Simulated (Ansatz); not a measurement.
SnSe:

```
Sn Se
1.0
    11.42000    0.00000    0.00000
     0.00000    4.19000    0.00000
     0.00000    0.00000    4.46000
Sn Se
4 4
Direct
  0.87700 0.75000 0.90900
  0.62300 0.25000 0.40900
  0.37700 0.75000 0.59100
  0.12300 0.25000 0.09100
  0.64300 0.75000 0.98400
  0.85700 0.25000 0.48400
  0.14300 0.75000 0.51600
  0.35700 0.25000 0.01600
```

Base run:

| Item | Value |
| --- | --- |
| Program | Ansatz 0.2.0 |
| Functional | PBE |
| Potentials or basis | Ansatz PAW |
| Cutoff | 420 eV |
| Density cutoff | 1680 eV |
| k mesh | 3 × 6 × 6 |
| Occupations | fermi-dirac, width 0.05 eV |
| Spin | no spin polarisation |

Its results: band gap on the k mesh 0.54 eV, indirect (least direct gap 0.71 eV); pressure 2.4 GPa; largest force 0.311 eV/Å.

Q: The run is repeated on the same cell with these changes: k mesh from 3 × 6 × 6 to 1 × 3 × 3. What comes out?

A: Band gap on the k mesh 0.53 eV, indirect (least direct gap 0.71 eV); pressure 3.0 GPa; largest force 0.402 eV/Å.

Caveats: some runs use coarse meshes; spin-orbit coupling is left out, which moves the levels of the heavy elements; odd divisions of the mesh miss points on the zone boundary, where band edges often lie, so the gap on the mesh can be too wide (some runs).

A k mesh can miss the band edges.

Not every run made on this cell is shown here.
